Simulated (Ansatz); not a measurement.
## Structure relaxation of W

Level of theory: DFT PBE, scalar-relativistic, plane waves, PAW in Ansatz. Cutoff 420 eV, Γ-centred k mesh, Gaussian smearing, no spin polarisation in the final step.

The start is a random cell of W with space group R32 (No. 155), drawn with lower limits on the distances.

```
W
1.0
     2.69358    1.55514    3.77235
    -2.69358    1.55514    3.77235
     0.00000   -3.11028    3.77235
W
5
Direct
  0.00000 0.33333 0.66667
  0.33333 0.66667 0.00000
  0.66667 0.00000 0.33333
  0.37020 0.37020 0.37020
  0.62980 0.62980 0.62980
```

Cell and atoms relax at zero pressure; the relaxation can't lower the symmetry of the start. After a coarse first stage the cell is made exact in the group found at 0.06 Å.

Energies count from the standard state of W at the same level.

**Question.** Describe the relaxed structure.

**Answer.** It keeps R32 (No. 155). Conventional cell: a = 6.627 Å, c = 7.517 Å. Around W on Wyckoff site d (3 atoms of the primitive cell) lie 8 W at 2.59–2.89 Å; around W on Wyckoff site c (2 atoms of the primitive cell) lie 4 W at 2.59–2.68 Å and 3 W at 2.89 Å.

```
W
1.0
     3.31349    1.91305    2.50578
    -3.31349    1.91305    2.50578
     0.00000   -3.82609    2.50578
W
5
Cartesian
  -0.7865 -2.4639 2.5058
  -1.7405 1.9130 2.5058
  2.5270 0.5508 2.5058
  0.0000 0.0000 2.4204
  0.0000 0.0000 5.0969
```

**Question.** What are its volume, energy, density and gap?

**Answer.** The volume per atom is 19.06 Å³. The density is 16.02 g/cm³ and the energy over the standard structure is 1.22 eV/atom. The gap on the 9×9×9 mesh is 0 eV (a metal).

The final run used a 9×9×9 mesh on its 5-atom cell and 0.10 eV smearing. The k mesh leaves about 4 meV/atom of noise in metals. Spin–orbit coupling is left out. A structure relaxed within its symmetry needn't be a true minimum. The steps took roughly 16 core-minutes in all.